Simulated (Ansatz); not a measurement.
# Si2W (I4/mmm) in Ansatz: a series of runs

Runs on Si2W. Level: PBE. Tasks: single point.

Everything below comes from runs of Ansatz 0.2.0. Logs are shortened: lines on timing, memory, paths and dates and some standing lists are left out, and cuts for length are marked.

## 1. The crystal as given

It takes space group I4/mmm (No. 139, tetragonal). Conventional cell: a = 3.214 Å, b = 3.214 Å, c = 7.830 Å, α = 90.00°, β = 90.00°, γ = 90.00°. Around W (site symmetry 4/mmm) lie 10 Si at 2.62 Å. Around Si (site symmetry 4mm) lie 5 Si at 2.59 to 2.63 Å and 5 W at 2.62 Å.

## 2. Single point, PBE

input.yaml reads:

```yaml
crystal:
  lattice:
    - [-1.6069, 1.6069, 3.91495]
    - [1.6069, -1.6069, 3.91495]
    - [1.6069, 1.6069, -3.91495]
  atoms:
    - { symbol: W, position: [0.0, 0.0, 0.0] }
    - { symbol: Si, position: [0.6653, 0.6653, 0.0] }
    - { symbol: Si, position: [0.3347, 0.3347, 0.0] }
hamiltonian:
  xc: pbe
  pseudopotentials: { kind: paw }
kpoints:
  mp_grid: { grid: [12, 12, 12] }
scf:
  occupations: { method: gaussian, width: 0.019 }
output:
  forces: true
  stress: true
  eigenvalues: true
```

Potentials or basis: Ansatz PAW.

Launch:

```
$ ansatz run input.yaml --threads 2 --pin off --max-ram 5632MiB --backend cpu --events-out ev --progress --plain --runs-dir out
```

What it wrote:

```text
Warning: RAYON_NUM_THREADS=2 ignored (pool sized by the plan → 2); use --threads N
Engine: ansatz 0.2.0, aarch64-unknown-linux-gnu
Pseudopotentials: kind: paw
Pseudopotential: W, paw, valence charge 14, recommended cutoff 420 eV (normal), W.paw.azcp
Pseudopotential: Si, paw, valence charge 4, recommended cutoff 420 eV (normal), Si.paw.azcp
Functional definition: PBE
  parameter kappa = 0.804
  parameter beta = 0.06672455060314922
  exchange = pbe_x(kappa = kappa, mu = beta*pi^2/3)
  correlation = pbe_c(beta = beta)
Crystal: 3 atoms, lattice volume = 40.436 Å³
Basis set: ecut = 420 eV, 793 PW (Γ), exchange–correlation on 64×64×64 points (8 copies of the dense FFT grid, shifted against one another)
Bands: 15, of which v1, the nominal top of the filled ones, is band 11 counted from 1 (10 counted from 0)
Symmetry: 16 space group operations
Space group: I4/mmm (ITA 139), of the structure as read, at distance tolerance 3.4e-5 Å
k-points: 163 of 1728
Non-local potential: W, projectors of the file, l = 0: 3, l = 1: 2, l = 2: 2, l = 3: 1
Non-local potential: Si, projectors of the file, l = 0: 2, l = 1: 2, l = 2: 2
PAW form: soft (Blöchl's): semilocal exchange-correlation on the pseudo side does not see the compensation charge
PAW one-centre angular grid: W, 590 points (default); XC on 64 Gauss nodes
PAW one-centre angular grid: Si, 110 points (default); XC on 64 Gauss nodes
Initial density: superposition of atomic densities (neutral atoms: chi_scale 0, normalization atom), corrected by the library's trained network
Initial wavefunctions: pseudopotential atomic-orbital guess
Functional: x = pbe(κ = 0.804, μ = 0.2195149727645171), c = pbe(β = 0.06672455060314922)
SCF iter   1: F=—  HF=-11657.454507 eV  |F-HF|=—  |Δ(HF+E_count)|=         —  Δρ=3.59e-3  dr2=2.31e-3  ethr=1.77e-3  ⟨swp⟩=6.0  Hψ=14752  notcnv=0
preconditioner: auto → none  [insulator: Δε(μ)=0.025 eV  Ē_g=8.125 eV  σ=0.019 eV  W_gap=0.61  n_scr=10 (ndim 8)  ℏωp=21.8 eV  f_vac=0.000  D(μ)=0.30/eV (n_scr^D=0)  ε∞_Penn≈8.2]
SCF iter   2: F=—  HF=-11657.454625 eV  |F-HF|=—  |Δ(HF+E_count)|=   1.18e-4  Δρ=1.73e-3  dr2=3.29e-4  ethr=1.05e-5  ⟨swp⟩=2.8  Hψ=5601  notcnv=0  defer=3
SCF iter   3: F=—  HF=-11657.454817 eV  |F-HF|=—  |Δ(HF+E_count)|=   1.92e-4  Δρ=4.81e-4  dr2=3.04e-5  ethr=1.49e-6  ⟨swp⟩=1.0  Hψ=2438  notcnv=0  defer=3
SCF iter   4: F=—  HF=-11657.454839 eV  |F-HF|=—  |Δ(HF+E_count)|=   2.23e-5  Δρ=2.95e-5  dr2=2.06e-7  ethr=1.38e-7  ⟨swp⟩=2.3  Hψ=3519  notcnv=0  defer=3
iter 5 did not close the SCF: its close was put off for the readings that it lacked (scf_convergence_deferred on its scf_iter line)
SCF iter   5: F=-11657.454839 eV  HF=-11657.454839 eV  |F-HF|=2.70e-9  |Δ(HF+E_count)|=   5.19e-8  Δρ=5.76e-6  dr2=8.11e-9  ethr=9.38e-10  ⟨swp⟩=2.5  Hψ=3637  notcnv=0  defer=3
SCF iter   6: F=-11657.454839 eV  HF=-11657.454839 eV  |F-HF|=8.19e-11  |Δ(HF+E_count)|=   1.18e-9  Δρ=1.21e-6  dr2=1.37e-10  ethr=3.69e-11  ⟨swp⟩=2.1  Hψ=8262  notcnv=0
SCF 1 converged in 6 iterations: F = -11657.454839 eV  dr2 = 1.37e-10
SCF converged after 6 iterations
Free energy (F): -11657.454839 eV
Harris-Foulkes:  -11657.454839 eV  (|F-HF|=8.19e-11)
Internal energy: -11657.454786 eV  (E = F + TS)
E sigma→0 (E₀):  -11657.454813 eV
Entropy (-TS):   -0.000053 eV (-0.018 meV/atom)
Fermi energy:    16.785520 eV
--- Per-component energies (eV) ---
  E_band       = -80.245880
  E_kinetic    = 541.572273
  E_local      = -946.504286  (includes V_loc(G=0)·N_el)
  E_nonlocal   = 50.695458
  E_hartree    = 371.693893
  E_xc         = -382.064505
  E_vxc        = -338.772687  (∫ρ·V_xc dr)
  E_paw        = -9588.364926  (= ΣΔE_a)
  E_vpaw       = -130.624369  (= ΣTr[D̂ρ^β])
  E_aug_tail   = -0.000067  (compensation charges beyond the density's cutoff)
  E_ewald      = -1704.482625
  E_smearing   = -0.000053  (= −TS)
  E_closure    = 0.000000  (closes the sum)
  Σ components = -11657.454839   (vs F -11657.454839, Δ=0.00e0)
--- Forces (eV/Å), atoms counted from 1 ---
  atom   1  W      0.00000000     0.00000000    -0.00000000
  atom   2  Si     0.00000000     0.00000000     0.08151170
  atom   3  Si    -0.00000000     0.00000000    -0.08151170
  max |Σ_I F_I| component: 1.11e-16 eV/Å
--- Stress (GPa, compression-positive) ---
        3.063650       0.000000      -0.000000
        0.000000       3.063650       0.000000
       -0.000000       0.000000       3.708004
  P = ⅓ Tr σ = 3.2784 GPa (32.784 kbar)
--- Band table (eV; the first three rows and the last of 163) ---
  k-point 0: bands = ["-57.0358", "-21.3343", "-21.3151", "-21.3151", "2.6727", "9.8922", "13.0111", "13.4197", "13.9039", "13.9039", "17.3539", "19.5016", "19.6854", "19.8182", "19.8182"]
  k-point 1: bands = ["-57.0348", "-21.3315", "-21.3294", "-21.3277", "2.8975", "10.0949", "12.3857", "13.3580", "13.4699", "14.5538", "16.3176", "19.2267", "19.9826", "20.0194", "20.3026"]
  k-point 2: bands = ["-57.0320", "-21.3671", "-21.3619", "-21.3241", "3.5491", "10.6048", "11.6875", "12.2756", "13.6379", "14.5661", "15.0395", "19.2274", "20.3366", "20.4166", "20.9321"]
  k-point 162: bands = ["-57.0357", "-21.3515", "-21.3164", "-21.3164", "4.9471", "5.7162", "12.9012", "14.1746", "15.9094", "15.9094", "16.2455", "16.2455", "17.5314", "21.2560", "21.6346"]
```

Run time: 3.5 s. Hardware: 2 threads of Arm Neoverse V1, shared host; peak memory 0.38 GiB.

Results:

```
Free energy            : -11657.4548 eV
Pressure               : 3.3 GPa
Largest force          : 0.082 eV/Å
Band gap on the k mesh : none (metal or under the smearing width)
```

Forces on the atoms (eV/Å):
```
W    0.000  0.000  0.000
Si   0.000  0.000  0.082
Si   0.000  0.000 -0.082
```

Spin-orbit coupling is left out, which matters for the levels of W.

## 3. Single point, PBE

Changes to input.yaml since step 2:

```diff
@@ -15,3 +15,3 @@
 scf:
-  occupations: { method: gaussian, width: 0.019 }
+  occupations: { method: gaussian, width: 0.02 }
 output:
@@ -20 +20,5 @@
   eigenvalues: true
+  write_density: true
+  write_potential: true
+  elf: true
+  volumetric_format: npy
```

Potentials or basis: Ansatz PAW.

Launch:

```
$ ansatz run input.yaml --threads 2 --pin off --max-ram 5632MiB --backend cpu --events-out ev --progress --plain --runs-dir out
```

Wall time 4.4 s (2 threads of Arm Neoverse V1, shared host); peak memory 0.38 GiB.

It converged, with:

- Free energy: -11657.4548 eV
- Pressure: 3.3 GPa
- Largest force: 0.081 eV/Å
- Band gap on the k mesh: none (metal or under the smearing width)

Forces in eV/Å, atoms in the order of the input:
```
W    0.000  0.000  0.000
Si   0.000  0.000  0.081
Si   0.000  0.000 -0.081
```

Stress tensor (GPa, compression positive):
```
3.06 0.00 0.00
0.00 3.06 0.00
0.00 0.00 3.71
```

Levels at points of the mesh, in eV from the Fermi level:
| k point | band 7 | band 8 | band 9 | band 10 | band 11 | band 12 | band 13 | band 14 | band 15 |
| --- | --- | --- | --- | --- | --- | --- | --- | --- | --- |
| (0.00, 0.00, 0.00) | -3.77 | -3.37 | -2.88 | -2.88 | 0.57 | 2.72 | 2.90 | 3.03 | 3.03 |
| (0.00, 0.00, -0.50) | -6.04 | -5.52 | -5.05 | -3.29 | -1.80 | 2.76 | 2.93 | 3.09 | 3.87 |
| (0.00, -0.50, 0.00) | -5.78 | -4.89 | -2.84 | -2.80 | -0.48 | 2.67 | 2.76 | 3.90 | 4.39 |
| (-0.50, -0.50, -0.50) | -3.88 | -2.61 | -0.88 | -0.88 | -0.54 | -0.54 | 0.75 | 4.47 | 4.85 |

## 4. Single point, PBE

Changes to input.yaml since step 3:

```diff
@@ -15,3 +15,3 @@
 scf:
-  occupations: { method: gaussian, width: 0.02 }
+  occupations: { method: gaussian, width: 0.021 }
 output:
@@ -20,5 +20 @@
   eigenvalues: true
-  write_density: true
-  write_potential: true
-  elf: true
-  volumetric_format: npy
```

Potentials or basis: Ansatz PAW.

Launch:

```
$ ansatz run input.yaml --threads 2 --pin off --max-ram 5632MiB --backend cpu --events-out ev --progress --plain --runs-dir out
```

What it wrote:

```text
Warning: RAYON_NUM_THREADS=2 ignored (pool sized by the plan → 2); use --threads N
[... 9 set-up lines as earlier in the session ...]
Crystal: 3 atoms, lattice volume = 40.436 Å³
Basis set: ecut = 420 eV, 793 PW (Γ), exchange–correlation on 64×64×64 points (8 copies of the dense FFT grid, shifted against one another)
Bands: 15, of which v1, the nominal top of the filled ones, is band 11 counted from 1 (10 counted from 0)
[... 2 set-up lines as earlier in the session ...]
k-points: 163 of 1728
[... 8 set-up lines as earlier in the session ...]
SCF iter   1: F=—  HF=-11657.454513 eV  |F-HF|=—  |Δ(HF+E_count)|=         —  Δρ=3.59e-3  dr2=2.31e-3  ethr=1.77e-3  ⟨swp⟩=6.0  Hψ=14724  notcnv=0
preconditioner: auto → none  [insulator: Δε(μ)=0.025 eV  Ē_g=8.125 eV  σ=0.021 eV  W_gap=0.57  n_scr=10 (ndim 8)  ℏωp=21.8 eV  f_vac=0.000  D(μ)=0.28/eV (n_scr^D=0)  ε∞_Penn≈8.2]
SCF iter   2: F=—  HF=-11657.454631 eV  |F-HF|=—  |Δ(HF+E_count)|=   1.18e-4  Δρ=1.73e-3  dr2=3.29e-4  ethr=1.05e-5  ⟨swp⟩=2.7  Hψ=5477  notcnv=0  defer=2
SCF iter   3: F=—  HF=-11657.454823 eV  |F-HF|=—  |Δ(HF+E_count)|=   1.92e-4  Δρ=4.81e-4  dr2=3.04e-5  ethr=1.49e-6  ⟨swp⟩=1.0  Hψ=2439  notcnv=0  defer=2
SCF iter   4: F=—  HF=-11657.454845 eV  |F-HF|=—  |Δ(HF+E_count)|=   2.20e-5  Δρ=2.95e-5  dr2=2.06e-7  ethr=1.38e-7  ⟨swp⟩=2.3  Hψ=3526  notcnv=0  defer=2
iter 5 did not close the SCF: its close was put off for the readings that it lacked (scf_convergence_deferred on its scf_iter line)
SCF iter   5: F=-11657.454845 eV  HF=-11657.454845 eV  |F-HF|=2.71e-9  |Δ(HF+E_count)|=   5.22e-8  Δρ=5.75e-6  dr2=8.08e-9  ethr=9.36e-10  ⟨swp⟩=2.5  Hψ=3637  notcnv=0  defer=2
SCF iter   6: F=-11657.454845 eV  HF=-11657.454845 eV  |F-HF|=9.09e-11  |Δ(HF+E_count)|=   1.16e-9  Δρ=1.21e-6  dr2=1.37e-10  ethr=3.67e-11  ⟨swp⟩=2.1  Hψ=8247  notcnv=0
SCF 1 converged in 6 iterations: F = -11657.454845 eV  dr2 = 1.37e-10
SCF converged after 6 iterations
Free energy (F): -11657.454845 eV
Harris-Foulkes:  -11657.454845 eV  (|F-HF|=9.09e-11)
Internal energy: -11657.454783 eV  (E = F + TS)
E sigma→0 (E₀):  -11657.454814 eV
Entropy (-TS):   -0.000062 eV (-0.021 meV/atom)
Fermi energy:    16.785739 eV
--- Per-component energies (eV) ---
  E_band       = -80.245778
  E_kinetic    = 541.572312
  E_local      = -946.504426  (includes V_loc(G=0)·N_el)
  E_nonlocal   = 50.695472
  E_hartree    = 371.693998
  E_xc         = -382.064518
  E_vxc        = -338.772702  (∫ρ·V_xc dr)
  E_paw        = -9588.364929  (= ΣΔE_a)
  E_vpaw       = -130.624374  (= ΣTr[D̂ρ^β])
  E_aug_tail   = -0.000067  (compensation charges beyond the density's cutoff)
  E_ewald      = -1704.482625
  E_smearing   = -0.000062  (= −TS)
  E_closure    = 0.000000  (closes the sum)
  Σ components = -11657.454845   (vs F -11657.454845, Δ=0.00e0)
--- Forces (eV/Å), atoms counted from 1 ---
  atom   1  W      0.00000000     0.00000000     0.00000000
  atom   2  Si    -0.00000000    -0.00000000     0.08147650
  atom   3  Si     0.00000000    -0.00000000    -0.08147650
  max |Σ_I F_I| component: 4.86e-17 eV/Å
--- Stress (GPa, compression-positive) ---
        3.063757      -0.000000       0.000000
       -0.000000       3.063757       0.000000
        0.000000       0.000000       3.708059
  P = ⅓ Tr σ = 3.2785 GPa (32.785 kbar)
--- Band table (eV; the first three rows and the last of 163) ---
  k-point 0: bands = ["-57.0358", "-21.3343", "-21.3151", "-21.3151", "2.6727", "9.8922", "13.0111", "13.4197", "13.9039", "13.9039", "17.3539", "19.5016", "19.6854", "19.8182", "19.8182"]
  k-point 1: bands = ["-57.0348", "-21.3315", "-21.3294", "-21.3277", "2.8975", "10.0949", "12.3857", "13.3580", "13.4699", "14.5538", "16.3176", "19.2267", "19.9826", "20.0194", "20.3026"]
  k-point 2: bands = ["-57.0320", "-21.3671", "-21.3619", "-21.3240", "3.5491", "10.6048", "11.6875", "12.2756", "13.6379", "14.5661", "15.0395", "19.2274", "20.3367", "20.4166", "20.9321"]
  k-point 162: bands = ["-57.0357", "-21.3515", "-21.3164", "-21.3164", "4.9471", "5.7162", "12.9012", "14.1746", "15.9094", "15.9094", "16.2455", "16.2455", "17.5314", "21.2560", "21.6346"]
```

It took 3.3 s on 2 threads of Arm Neoverse V1, shared host; peak memory 0.38 GiB.

What came out:

- Free energy: -11657.4548 eV
- Pressure: 3.3 GPa
- Largest force: 0.081 eV/Å
- Band gap on the k mesh: none (metal or under the smearing width)

Forces on the atoms (eV/Å):
```
W    0.000  0.000  0.000
Si   0.000  0.000  0.081
Si   0.000  0.000 -0.081
```

Stress tensor (GPa, compression positive):
```
3.06 0.00 0.00
0.00 3.06 0.00
0.00 0.00 3.71
```

Spin-orbit coupling is left out, which matters for the levels of W.

## 5. The runs side by side

| smearing | gap on the mesh (eV) | pressure (GPa) | largest force (eV/Å) |
| --- | --- | --- | --- |
| gaussian 0.019 eV | none | 3.3 | 0.08 |
| gaussian 0.02 eV | none | 3.3 | 0.08 |
| gaussian 0.021 eV | none | 3.3 | 0.08 |

Alike in all rows: task single point; level PBE; potentials or basis Ansatz PAW; no spin polarisation; cell as given; k mesh 12 × 12 × 12; cutoff (eV) 420.

Every run on the cell as given and a fine mesh finds a metal.

Absolute energies hang on the potentials; compare differences alone.
